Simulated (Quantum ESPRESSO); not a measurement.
**Li under changes of volume**

One of the cells (21.609 Å³/atom); the others are scaled copies at fixed shape and fractional positions:

```
Li
1.0
    -1.75465    1.75465    1.75465
     1.75465   -1.75465    1.75465
     1.75465    1.75465   -1.75465
Li
1
Direct
  0.00000 0.00000 0.00000
```

```yaml
Program: Quantum ESPRESSO 7.5
Functional: r2SCAN
Potentials_or_basis: SG15 PBE 1.2
Cutoff: 952 eV
Density_cutoff: 3810 eV
k_mesh: 8 × 8 × 8
Occupations: fermi-dirac, width 0.05 eV
Spin: no spin polarisation
```

| volume (Å³/atom) | energy over the lowest point (meV/atom) | pressure (GPa) |
| --- | --- | --- |
| 20.312 | 2.52 | 0.7 |
| 20.744 | 0.91 | 0.4 |
| 21.177 | 0.09 | 0.1 |
| 21.609 | 0.00 | -0.1 |
| 22.041 | 0.57 | -0.3 |
| 22.473 | ? | ? |
| 22.905 | 3.51 | -0.8 |

Task: What does the run at 22.473 Å³/atom give?

Result: Energy over the lowest point 1.76 meV/atom; pressure -0.6 GPa.

Worked out: A Birch-Murnaghan fit of order 3 (a polynomial in V^(-2/3)) to the other rows has its minimum at 21.45 Å³/atom with B0 = V·E''(V) = 12.7 GPa and B' = 3.2. It gives 1.76 meV/atom at 22.473 Å³/atom, against the run's 1.76, and -dE/dV = -0.5 GPa, against -0.6.

Energies are extrapolated to zero smearing.

Caveats: the potentials were made for another functional, which shifts forces and pressure.
